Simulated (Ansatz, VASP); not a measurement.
One calculation of MgH2, two programs

File INCAR:

```
SYSTEM = MgH2
  PREC = Accurate
  ENCUT = 600
  EDIFF = 1E-7
  ISMEAR = 0
  SIGMA = 0.02
  LREAL = .FALSE.
  LASPH = .TRUE.
  NELM = 100
  ALGO = Normal
  ISIF = 3
  LWAVE = .FALSE.
  LCHARG = .FALSE.
  GGA = PE
  IVDW = 12
  IBRION = 2
  NSW = 70
  EDIFFG = -0.005
```

Contents of KPOINTS:

```
regular mesh
0
G
  6 6 8
  0 0 0
```

Contents of POSCAR:

```
MgH2
1.0
    4.5178551150      0.0000000000      0.0000000000
    0.0000000000      4.5178551150      0.0000000000
    0.0000000000      0.0000000000      3.0120664632
Mg H
2 4
Direct
    0.0000000000      0.0000000000      0.0000000000
    0.5000000000      0.5000000000      0.5000000000
    0.3044392695      0.3044392695      0.0000000000
    0.1955607305      0.8044392695      0.5000000000
    0.6955607305      0.6955607305      0.0000000000
    0.8044392695      0.1955607305      0.5000000000
```

Input for Ansatz:

```yaml
crystal:
  lattice:
    - [4.517855115, 0.0, 0.0]
    - [0.0, 4.517855115, 0.0]
    - [0.0, 0.0, 3.0120664632]
  atoms:
    - { symbol: Mg, position: [0.0, 0.0, 0.0] }
    - { symbol: Mg, position: [0.5, 0.5, 0.5] }
    - { symbol: H, position: [0.3044392695, 0.3044392695, 0.0] }
    - { symbol: H, position: [0.1955607305, 0.8044392695, 0.5] }
    - { symbol: H, position: [0.6955607305, 0.6955607305, 0.0] }
    - { symbol: H, position: [0.8044392695, 0.1955607305, 0.5] }
basis:
  ecutwfc: 420
kpoints:
  mp_grid: { grid: [6, 6, 8] }
hamiltonian:
  xc: pbe
  dispersion: d3bj
scf:
  occupations: { method: gaussian, width: 0.02 }
output:
  forces: true
  stress: true
  eigenvalues: true
relax:
  adjacent_minimum: "off"
  f_tol: 0.005
  max_steps: 50
  cell: { stress_tol: 0.05 }
```

Alike in both runs: task relaxation of cell and atoms; functional PBE; dispersion D3(BJ); k mesh 6 × 6 × 8; occupations gaussian, width 0.02 eV; no spin polarisation.

|  | VASP | Ansatz |
| --- | --- | --- |
| version | VASP 6.6.1 | Ansatz 0.2.0 |
| potentials or method | VASP PAW PBE potentials, release 64 (Mg, H) | scalar-relativistic, plane waves, PAW |
| plane-wave cutoff (eV) | 600 | 420 |
| valence electrons in the cell | 8 | 24 |

VASP gave:

| Item | Value |
| --- | --- |
| gap on the k mesh at the Fermi level, each at its own relaxed structure (eV) | 3.84 |
| relaxed volume (Å³/atom) | 9.76 |
| relaxed cell length with the largest relative difference (Å) | 2.984 |
| energy change over the relaxation (meV/atom) | -4 |

Task: What did Ansatz give for the same quantities?

Result: gap on the k mesh at the Fermi level, each at its own relaxed structure (eV): 3.84; relaxed volume (Å³/atom): 9.80; relaxed cell length with the largest relative difference (Å): 2.989; energy change over the relaxation (meV/atom): -3.

The two sets of potentials don't hold the same shells in valence.

A k mesh can miss the band edges.
